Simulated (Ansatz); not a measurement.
Ansatz input file:

```yaml
crystal:
  lattice:
    - [0.0, 3.4516217952, 3.4516217952]
    - [3.4516217952, 0.0, 3.4516217952]
    - [3.4516217952, 3.4516217952, 0.0]
  atoms:
    - { symbol: Ti, position: [0.5, 0.5, 0.5], spin: -0.71 }
    - { symbol: Ti, position: [0.75, 0.75, 0.75], spin: -0.71 }
    - { symbol: Co, position: [0.125, 0.125, 0.125], spin: 1.69 }
    - { symbol: Co, position: [0.625, 0.125, 0.125], spin: 1.69 }
    - { symbol: Co, position: [0.125, 0.125, 0.625], spin: 1.69 }
    - { symbol: Co, position: [0.125, 0.625, 0.125], spin: 1.69 }
basis:
  ecutwfc: 500
kpoints:
  mp_grid: { grid: [10, 10, 10] }
hamiltonian:
  xc: r2scan
scf:
  occupations: { method: gaussian, width: 0.1 }
output:
  forces: true
  stress: true
  eigenvalues: true
  populations: true
  write_density: true
  write_potential: true
  elf: true
  volumetric_format: npy
magnetization:
  spin_polarized: true
```

Launched with
```bash
ansatz run input.yaml --threads 1 --pin off --max-ram 2560MiB --backend cpu --events-out ev --progress --plain --runs-dir out
```

All numbers below come from DFT r2SCAN, scalar-relativistic, plane waves, PAW in Ansatz.

From the run's log, abridged (final results; tables in files aren't shown):

```
SCF 1 converged in 21 iterations: F = -25535.998103 eV  dr2 = 2.18e-8
this state was not tested for a lower state beside it, because the mixer in use, unlike msr1, does not test its closes by its own steps (another_mixer; see scf.mixing.algorithm and scf.lower_state_search)
SCF converged after 21 iterations
Magnetization: 4.1647 μB (48.0824 up, 43.9176 down)
Absolute magnetization: 9.5337 μB (∫|ρ↑−ρ↓|, with the PAW one-centre terms)
Spin contamination: 1.7168 ħ² per cell (⟨S²⟩ above its minimum at these occupations)
Per-site moments (μB) at R_I (Å): [(-0.86420048, 1.18054761), (-0.86420048, 1.18054761), (1.70567455, 1.00677438), (1.70567455, 1.00677438), (1.70567455, 1.00677438), (1.70567455, 1.00677438)]
Free energy (F): -25535.998103 eV
Harris-Foulkes:  -25535.998103 eV  (|F-HF|=1.87e-8)
Internal energy: -25535.975979 eV  (E = F + TS)
E sigma→0 (E₀):  -25535.987041 eV
Entropy (-TS):   -0.022124 eV (-3.687 meV/atom)
Fermi energy:    15.567116 eV
--- Per-component energies (eV) ---
  E_band       = -1601.238181
  E_kinetic    = 2351.743956
  E_local      = -14916.820413  (includes V_loc(G=0)·N_el)
  E_nonlocal   = 1829.987297
  E_hartree    = 6309.040993
  E_xc         = -814.616293
  E_vxc        = -1183.057801  (∫ρ·V_xc dr)
  E_paw        = -8202.097482  (= ΣΔE_a)
  E_vpaw       = -2378.476589  (= ΣTr[D̂ρ^β])
  E_aug_tail   = 0.000329  (compensation charges beyond the density's cutoff)
  E_vtau       = 77.318063  (kinetic-family band-sum trace: ∫τ·v_τ [+ j·A + Jᵃ·Aᵃ] dr)
  E_ewald      = -12091.526627
  E_core_change = -1.687739  (= ΣΔE_core)
  E_smearing   = -0.022124  (= −TS)
--- Forces (eV/Å), atoms counted from 1 ---
  atom   1  Ti     0.00000000     0.00000000     0.00000000
  atom   2  Ti     0.00000000     0.00000000     0.00000000
  atom   3  Co     0.00000000     0.00000000     0.00000000
  atom   4  Co     0.00000000     0.00000000     0.00000000
  atom   5  Co     0.00000000     0.00000000     0.00000000
  atom   6  Co     0.00000000     0.00000000     0.00000000
--- Stress (GPa, compression-positive) ---
      -13.802486       0.000000       0.000000
        0.000000     -13.802486       0.000000
        0.000000       0.000000     -13.802486
  P = ⅓ Tr σ = -13.8025 GPa (-138.025 kbar)
--- Band table (eV; the first three rows and the last of 94) ---
  k-point 0 ↑: bands = ["-84.7753", "-84.7318", "-84.7318", "-84.7318", "-46.6833", "-46.6315", "-46.6315", "-46.6315", "-46.6099", "-46.6099", "-46.5003", "-46.5003", "-46.5003", "-46.3697", "-46.3697", "-46.3697", "-43.6882", "-43.6321", "-18.8878", "-18.8878", "-18.8878", "-18.7528", "-18.7528", "-18.7528", "7.2838", "10.1423", "10.6391", "10.6391", "10.6391", "11.3624", "11.3624", "11.3624", "11.6152", "11.6152", "12.9704", "12.9704", "12.9800", "12.9800", "12.9800", "13.3905", "13.3905", "13.3905", "14.4793", "14.4793", "14.4793", "14.5269", "14.5269", "15.0090", "15.0090", "15.0090", "16.4344", "16.4628", "16.4628", "16.4628", "18.0861", "18.0861", "20.8962", "20.8962", "20.8962", "22. ...
  k-point 1 ↑: bands = ["-84.7745", "-84.7326", "-84.7318", "-84.7318", "-46.6783", "-46.6300", "-46.6294", "-46.6294", "-46.6087", "-46.6087", "-46.5027", "-46.5027", "-46.5003", "-46.3764", "-46.3706", "-46.3706", "-43.6871", "-43.6331", "-18.8893", "-18.8893", "-18.8874", "-18.7535", "-18.7513", "-18.7513", "7.3905", "10.1851", "10.6453", "10.6700", "10.6700", "11.3394", "11.3890", "11.3890", "11.6356", "11.6356", "12.8958", "12.8958", "12.9721", "12.9721", "12.9769", "13.2941", "13.3516", "13.3516", "14.1752", "14.1752", "14.4792", "14.7401", "14.7401", "14.8473", "15.2046", "15.2046", "15.7631", "16.4357", "16.4357", "17.1030", "18.0729", "18.0729", "20.3116", "20.7885", "20.7885", "22. ...
  k-point 2 ↑: bands = ["-84.7723", "-84.7349", "-84.7318", "-84.7318", "-46.6663", "-46.6251", "-46.6251", "-46.6236", "-46.6038", "-46.6038", "-46.5099", "-46.5099", "-46.5003", "-46.3954", "-46.3727", "-46.3727", "-43.6840", "-43.6360", "-18.8931", "-18.8931", "-18.8868", "-18.7552", "-18.7475", "-18.7475", "7.7026", "10.2912", "10.6733", "10.7577", "10.7577", "11.2739", "11.4566", "11.4566", "11.7076", "11.7076", "12.6906", "12.6906", "12.9601", "12.9601", "12.9687", "13.0297", "13.2430", "13.2430", "13.8284", "13.8284", "14.1659", "14.4790", "15.0507", "15.0507", "15.4591", "15.5071", "15.5071", "16.3632", "16.3632", "17.6207", "18.0481", "18.0481", "19.4164", "20.4598", "20.4598", "22. ...
  k-point 46 ↓: bands = ["-82.0501", "-82.0501", "-82.0257", "-82.0257", "-44.6238", "-44.6238", "-43.9700", "-43.9700", "-43.9181", "-43.9181", "-43.8735", "-43.8735", "-43.8703", "-43.8703", "-43.8247", "-43.8247", "-43.7582", "-43.7582", "-19.9020", "-19.9020", "-19.7985", "-19.7985", "-19.6943", "-19.6943", "10.0748", "10.0748", "11.1993", "11.1993", "12.6547", "12.6547", "12.9001", "12.9001", "13.4435", "13.4435", "13.6327", "13.6327", "13.7488", "13.7488", "14.1427", "14.1427", "14.2860", "14.2860", "15.1487", "15.1487", "16.0675", "16.0675", "16.1114", "16.1114", "16.4048", "16.4048", "16.7044", "16.7044", "17.2998", "17.2998", "17.3915", "17.3915", "17.5992", "17.5992", "20.7166", "2 ...
--- Löwdin populations: 6 sites ---
  site symbol q [e]    m [muB]
     0     Ti     11.8068    -1.0759
     1     Ti     11.8068    -1.0759
     2     Co     16.7579     1.6890
     3     Co     16.7579     1.6890
     4     Co     16.7579     1.6890
     5     Co     16.7579     1.6890
  spilling = 0.014725 (of n_electrons = 92.000000)
```

The calculation finished and met its thresholds.

It took 4.3 min on 1 thread of Intel(R) Xeon(R) Processor @ 2.50GHz (Skylake/Cascade Lake), on a shared host, peak memory 0.91 GiB.

The state reached may not be the lowest one.